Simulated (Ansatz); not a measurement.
MoS2 (R3m) from a database of computed structures, relaxed with r2SCAN+rVV10: it is trigonal, R3m (No. 160); conventional cell a = 3.175 Å, c = 18.582 Å, 18.03 Å³ an atom. Mo is surrounded by 6 S at 2.40 Å; S is surrounded by 3 Mo at 2.40 Å. One-shot G0W0@PBE in the plane-wave code Ansatz on a 6×6×6 mesh (contour deformation, no spin-orbit coupling), from a PBE gap of 0.954 eV over the mesh points (the G0W0 gap is indirect on the mesh); the number N of bands summed and the screening cutoff rise together. No spin polarisation and no zero-point or thermal motion.

| N | cutoff (eV) | 1000/N | G0W0 gap (eV) |
| --- | --- | --- | --- |
| 174 | 120 | 5.747 | 1.291 |
| 413 | 220 | 2.421 | 1.329 |

Question: Lay a straight line in 1000/N through these rows.

Answer: The slope is -0.0114 eV per unit of 1000/N and the intercept 1.357 eV.

Question: Predict the gap at N = 749 (300 eV).

Answer: 1.357 + (-0.0114) × 1.335 = 1.342 eV; the run gives 1.340 eV, -0.002 eV from the line.

Question: With that run's result added, what limit do the last two rows suggest?

Answer: Their slope is (1.340 − 1.329)/(1.335 − 2.421) = -0.0101, which meets 1/N = 0 at 1.35 eV, against 1.357 eV from the first line. The slope flattens, so the first line overshoots; the k mesh isn't extrapolated.

The runs are scalar-relativistic, without spin-orbit coupling.
